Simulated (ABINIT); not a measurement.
Here is an ABINIT 10.8.3 (patched build) calculation.

The input run.abi:

```
# Pseudopotentials
pp_dirpath "./"
pseudos "Ge.upf"

# Structure
acell 3*1.0 Angstrom
rprim
     0.0000000000     2.8289100000     2.8289100000
     2.8289100000     0.0000000000     2.8289100000
     2.8289100000     2.8289100000     0.0000000000
ntypat 1
znucl 32
natom 2
typat 1 1
xred
     0.7609660000     0.7332560000     0.7533390000
     0.4934450000     0.4893950000     0.5101500000
chkprim 0
chksymtnons 0
tolsym 1.0e-6

# Plane-wave basis
ecut 39.0

# k points
kptopt 1
ngkpt 8 8 8
nshiftk 1
shiftk 0.0 0.0 0.0

# Exchange and correlation
ixc -116133

# Bands and occupations
nband 18
occopt 3
tsmear 0.00183747

# SCF cycle
nstep 100
tolvrs 1.0e-10

# Output
iomode 3
prtwf 0
prteig 0
prtebands 0
enunit 1
prtden 1
prtvha 1
prtvclmb 1
prtpot 1
prtelf 1
```

Potentials or basis: PseudoDojo NC SR PBEsol v0.4.1 standard.

Command:

```bash
$ abinit run.abi > log 2>&1
```

Q: Estimate the largest force.

A: 0.687 eV/Å.

Q: Predict the pressure.

A: 0.8 GPa.

Q: Estimate the band gap on the k mesh.

A: None (metal or under the smearing width).

Forces in eV/Å, atoms in the order of the input:
```
Ge   0.432 -0.368 -0.387
Ge  -0.432  0.368  0.387
```
